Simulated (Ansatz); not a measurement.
# WSe2: strain energy, fitted

WSe2, P6_3/mmc, a = 3.279 Å, c = 12.788 Å. Ansatz: PBE+D3(BJ), PAW, 420 eV, Γ-centred 12×12×2 mesh on 6 atoms, Gaussian smearing 0.02 eV; no spin polarisation. Series: biaxial strain in the a-b plane, c and atoms relaxed; x is the strain in per cent. y is the free energy over the unstrained cell, V0 = 19.848 Å³/atom.

```
x (%) y (meV/atom)
 -4.5             ?
 -3.0         27.78
 -1.5          6.69
  0.0          0.00
  1.5          6.35
  3.0         24.54
  4.5         53.56
```

Fit y = c2 x² + c3 x³ to the other rows, turn c2 into a modulus, and predict the missing energy.

Least squares on the rows shown. y = 2.9083 x² − 0.058725 x³. In eV per unit strain² c2 is 29.08; M is the biaxial modulus (E = M V0 ε²): 29.08 × 160.2 / (19.848) = 235 GPa. At x = -4.5 the fit asked for gives 64.24 meV/atom. The run gave 64.87 meV/atom, so the fit is 0.63 meV/atom too low, 0.97 % of the span of the series, against an rms of 0.03 meV/atom on the fitted rows. The row lies outside the fitted range. With a term in x⁴ added, a fit to the same known rows predicts 64.48 meV/atom, which recovers part of the miss; the known rows don't hold the rest.

Spin–orbit coupling is left out, which can shift energies with elements as heavy as these.